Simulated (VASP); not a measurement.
# Hg (Im-3m) in VASP: notebook, part 2 of 2

VASP 6.6.1. Earlier steps stand in the parts before.

### 5 Relaxation of cell and atoms, PBE

This run uses another cell than the first one, of 31.91 Å³/atom, 1.152 times its volume.

The input, INCAR:

```
PREC     = Accurate       # precision mode
ENCUT    = 600            # plane-wave cutoff, eV
EDIFF    = 1E-6           # SCF threshold, eV
ISMEAR   = -1             # smearing method
SIGMA    = 0.05           # smearing width, eV
LREAL    = False          # projectors in reciprocal space
LASPH    = True           # aspherical terms in the spheres
NELM     = 100            # most SCF steps
ALGO     = Normal         # electronic algorithm
ISIF     = 3              # what is computed and relaxed
LWAVE    = False          # write WAVECAR
LCHARG   = False          # write CHGCAR
GGA      = PE             # functional
IBRION   = 2              # ionic algorithm
NSW      = 60             # ionic steps
EDIFFG   = -0.005         # ionic threshold
```

The input, KPOINTS:

```
regular mesh
0
Gamma
  13 13 13
```

The input, POSCAR:

```
Hg
1.0
    3.1719554587      0.0000000000      0.0000000000
    0.0000000000      3.1719554587      0.0000000000
    0.0000000000      0.0000000000      3.1719554587
Hg
1
Direct
    0.0000000000      0.0000000000      0.0000000000
```

Potentials or basis: VASP PAW PBE potentials, release 64 (Hg).

The run is started by

```
$ cat potpaw_PBE.64/Hg/POTCAR > POTCAR
$ mpirun -np 1 vasp_std > vasp.out
```

OUTCAR:

```text
PREC = Accurate
   ENCUT = 600
   EDIFF = 1E-6
   ISMEAR = -1
   LREAL = False
   LASPH = True
   NELM = 100
   ISIF = 3
   GGA = PE
   IBRION = 2
   NSW = 60
   EDIFFG = -0.005

 ion  position               nearest neighbor table
   1  0.000  0.000  0.000-

  LATTYP: Found a simple cubic cell.
 ALAT       =     3.1719554587

  Lattice vectors:

 A1 = (   3.1719554587,   0.0000000000,   0.0000000000)
 A2 = (   0.0000000000,   3.1719554587,   0.0000000000)
 A3 = (   0.0000000000,   0.0000000000,   3.1719554587)

Analysis of symmetry for initial positions (statically):
=====================================================================
 Subroutine PRICEL returns:
 Original cell was already a primitive cell.

 Routine SETGRP: Setting up the symmetry group for a
 simple cubic supercell.

 Subroutine GETGRP returns: Found 48 space group operations
 (whereof 48 operations were pure point group operations)
 out of a pool of 48 trial point group operations.

The static configuration has the point symmetry O_h .

Analysis of symmetry for dynamics (positions and initial velocities):
=====================================================================
 Subroutine PRICEL returns:
 Original cell was already a primitive cell.

 Routine SETGRP: Setting up the symmetry group for a
 simple cubic supercell.

 Subroutine GETGRP returns: Found 48 space group operations
 (whereof 48 operations were pure point group operations)
 out of a pool of 48 trial point group operations.

The dynamic configuration has the point symmetry O_h .

 Subroutine INISYM returns: Found 48 space group operations
 (whereof 48 operations are pure point group operations),
 and found     1 'primitive' translations

----------------------------------------------------------------------------------------

                                     Primitive cell

  volume of cell :      31.9140

  direct lattice vectors                    reciprocal lattice vectors
     3.171955459  0.000000000  0.000000000     0.315262939  0.000000000  0.000000000
     0.000000000  3.171955459  0.000000000     0.000000000  0.315262939  0.000000000
     0.000000000  0.000000000  3.171955459     0.000000000  0.000000000  0.315262939

  length of vectors
     3.171955459  3.171955459  3.171955459     0.315262939  0.315262939  0.315262939

  position of ions in fractional coordinates (direct lattice)
     0.000000000  0.000000000  0.000000000

  ion indices of the primitive-cell ions
   primitive index   ion index
                 1           1

----------------------------------------------------------------------------------------

 KPOINTS: regular mesh

Automatic generation of k-mesh.
 Grid dimensions read from file:
 generate k-points for:   13   13   13

 Generating k-lattice:

  Cartesian coordinates                     Fractional coordinates (reciprocal lattice)
     0.024250995  0.000000000  0.000000000     0.076923077  0.000000000  0.000000000
     0.000000000  0.024250995  0.000000000     0.000000000  0.076923077  0.000000000
[... 46 lines left out ...]
   NGX,Y,Z   is equivalent  to a cutoff of  14.68, 14.68, 14.68 a.u.
   NGXF,Y,Z  is equivalent  to a cutoff of  29.35, 29.35, 29.35 a.u.
 SYSTEM =  unknown system
   PREC   = accura    normal or accurate (medium, high low for compatibility)
   ISTART =      0    job   : 0-new  1-cont  2-samecut
   ICHARG =      2    charge: 1-file 2-atom 10-const
   ISPIN  =      1    spin polarized calculation?
   LNONCOLLINEAR =      F non collinear calculations
   LSORBIT =      F    spin-orbit coupling
   LASPH  =      T    aspherical Exc in radial PAW
   ENCUT  =  600.0 eV  44.10 Ry    6.64 a.u.   6.34  6.34  6.34*2*pi/ulx,y,z
   NELM   =    100;   NELMIN=  2; NELMDL= -5     # of ELM steps
   EDIFF  = 0.1E-05   stopping-criterion for ELM
   LREAL  =      F    real-space projection
   EDIFFG = -.5E-02   stopping-criterion for IOM
   NSW    =     60    number of steps for IOM
   IBRION =      2    ionic relax: 0-MD 1-quasi-New 2-CG
   NFREE  =      1    steps in history (QN), initial steepest desc. (CG)
   ISIF   =      3    stress and relaxation
   ISYM   =      2    0-nonsym 1-usesym 2-fastsym
   POTIM  = 0.5000    time-step for ionic-motion
   TEBEG  =    0.0;   TEEND  =   0.0 temperature during run
   PSTRESS=    0.0 pullay stress
   NELECT =      12.0000    total number of electrons
   NUPDOWN=      -1.0000    fix difference up-down
   EMIN   =  10.00;   EMAX   =-10.00  energy-range for DOS
   EFERMI =   0.00;   METHOD = LEGACY
   ISMEAR =    -1;   SIGMA  =   0.05  broadening in eV -4-tet -1-fermi 0-gaus
   EFERMI_NEDOS =   21; number of points for ismear=-14 and -15
   IALGO  =     38    algorithm
   IMIX   =      4    mixing-type and parameters
     AMIX     =   0.40;   BMIX     =  1.00
     AMIX_MAG =   1.60;   BMIX_MAG =  1.00
  volume/ion in A,a.u.               =      31.91       215.37
  Fermi-wavevector in a.u.,A,eV,Ry     =   1.181612  2.232923 18.996543  1.396207
  Thomas-Fermi vector in A             =   2.317882
   LORBIT       =      0    0 simple, 1 ext, 2 COOP (PROOUT), +10 PAW based schemes
   GGA     = PE    functional components
   LHFCALC =     F    Hartree Fock is set to
   AEXX    =    0.0000 exact exchange contribution
   IVDW    =     0    specifies the selected vdW correction
   LEPSILON=     F    determine dielectric tensor
   LRPA    =     F    only Hartree local field effects (RPA)
 conjugate gradient relaxation of ions
 non-spin polarized calculation
  energy-cutoff  :      600.00
  volume of cell :       31.91
 maximum number of plane-waves:      1080
 NGX is ok and might be reduce to    28
   NGX = 13   NGY = 13   NGZ = 13

--------------------------------------- Ionic step        1  -------------------------------------------

 number of electron      12.0000001 magnetization

 Free energy of the ion-electron system (eV)
  ---------------------------------------------------
  ext. energy  EPLUGINS =         0.00000000
  ---------------------------------------------------
  free energy    TOTEN  =        -0.16448334 eV

  energy without entropy =       -0.16165763  energy(sigma->0) =       -0.16307049

------------------------ aborting loop because EDIFF is reached ----------------------------------------

  FORCE on cell =-STRESS in cart. coord.  units (eV):
  Direction    XX          YY          ZZ          XY          YZ          ZX
  --------------------------------------------------------------------------------------
  -------------------------------------------------------------------------------------
  Total       -0.0975926     -0.0975926     -0.0975926     -0.0000000     -0.0000000      0.0000000
  in kB       -4.8994368     -4.8994368     -4.8994368     -0.0000000     -0.0000000      0.0000000
  external PRESSURE =      -4.8994368 kB  Pullay stress =       0.0000000 kB
[... 92 lines left out ...]
--------------------------------------- Ionic step        4  -------------------------------------------

 number of electron      11.9999997 magnetization

 Free energy of the ion-electron system (eV)
  ---------------------------------------------------
  ext. energy  EPLUGINS =         0.00000000
  ---------------------------------------------------
  free energy    TOTEN  =        -0.16671514 eV

  energy without entropy =       -0.16396745  energy(sigma->0) =       -0.16534129

 E-fermi :   1.0612     XC(G=0):  -9.3734

 val. band max:        1.0362607545   @ k =   0.4615   0.3846   0.3077
 cond. band min:       1.1898302611   @ k =   0.4615   0.1538   0.1538
 fundamental gap:      0.1535695066
 Fermi energy:         1.0611902012

 k-point     1 :       0.0000    0.0000    0.0000
  band No.  band energies     occupation
      1      -6.4034      2.00000
      2      -6.3646      2.00000
      3      -6.3646      2.00000
      4      -4.7368      2.00000
      5      -4.7368      2.00000
      6      -4.7368      2.00000
      7      10.4970      0.00000
      8      10.4970      0.00000
      9      10.4970      0.00000
     10      13.5430      0.00000
[... 287 lines left out ...]
 k-point    24 :       0.3846    0.3077    0.0000
  band No.  band energies     occupation
      1      -6.0670      2.00000
      2      -5.8053      2.00000
      3      -5.1296      2.00000
      4      -5.0234      2.00000
      5      -4.9386      2.00000
      6      -1.9892      2.00000
      7       3.2313      0.00000
      8       5.8775      0.00000
      9      11.0106      0.00000
     10      15.2714      0.00000

 [... further k-points ...]

------------------------ aborting loop because EDIFF is reached ----------------------------------------

  FORCE on cell =-STRESS in cart. coord.  units (eV):
  Direction    XX          YY          ZZ          XY          YZ          ZX
  --------------------------------------------------------------------------------------
  -------------------------------------------------------------------------------------
  Total        0.0044895      0.0044895      0.0044895      0.0000000     -0.0000000      0.0000000
  in kB        0.2350086      0.2350086      0.2350086      0.0000000     -0.0000000      0.0000000
  external PRESSURE =       0.2350086 kB  Pullay stress =       0.0000000 kB
[... 16 lines left out ...]
  FREE ENERGIE OF THE ION-ELECTRON SYSTEM (eV)
  ---------------------------------------------------
  free  energy   TOTEN  =        -0.1667151380 eV

  energy  without entropy=       -0.1639674517  energy(sigma->0) =       -0.16534129

 reached required accuracy - stopping structural energy minimisation
```

Wall time 62 s (1 thread of AMD EPYC 7R13 (Zen 3), shared host); peak memory 0.15 GiB.

What came out:

```
Free energy                            : -0.1667 eV
Relaxed volume                         : 30.61 Å³/atom
Relaxed cell                           : a = 3.128 Å, b = 3.128 Å, c = 3.128 Å, α = 90.00°, β = 90.00°, γ = 90.00°
Space group after relaxing (to 0.05 Å) : Pm-3m (No. 221)
Energy gained by relaxing              : 2.2 meV/atom
Ionic steps                            : 4
Pressure after relaxing                : 0.0 GPa
Band gap on the k mesh                 : none (metal or under the smearing width)
```

The path:
| step | energy change (eV) | largest force (eV/Å) | pressure (GPa) | volume (Å³) |
| --- | --- | --- | --- | --- |
| 1 | 0.0000 | 0.0000 | -0.49 | 31.91 |
| 2 | -0.0012 | 0.0000 | -0.37 | 31.47 |
| 3 | -0.0022 | 0.0000 | -0.09 | 30.82 |
| 4 | -0.0022 | 0.0000 | 0.02 | 30.61 |

Final structure:
```
Hg
1.0
     3.12805    0.00000    0.00000
     0.00000    3.12805    0.00000
     0.00000    0.00000    3.12805
Hg
1
Direct
  0.00000 0.00000 0.00000
```

Spin-orbit coupling is left out, which matters for the levels of Hg.

### 6 The runs side by side

| task | cell | k mesh | cutoff (eV) | gap on the mesh (eV) | pressure (GPa) | relaxed volume (Å³/atom) |
| --- | --- | --- | --- | --- | --- | --- |
| single point | Im-3m, 27.69 Å³/atom | 15 × 15 × 15 | 520 | none | 1.0 | - |
| relaxation of cell and atoms | relaxed | 15 × 15 × 15 | 600 | none | 0.0 | 29.74 |
| single point | Pm-3m, 30.11 Å³/atom | 13 × 13 × 13 | 520 | none | 0.2 | - |
| relaxation of cell and atoms | relaxed | 13 × 13 × 13 | 600 | none | 0.0 | 30.61 |

Alike in all rows: level PBE; potentials or basis VASP PAW PBE potentials, release 64 (Hg); no spin polarisation; smearing fermi-dirac 0.05 eV.

Absolute energies hang on the potentials; compare differences alone.
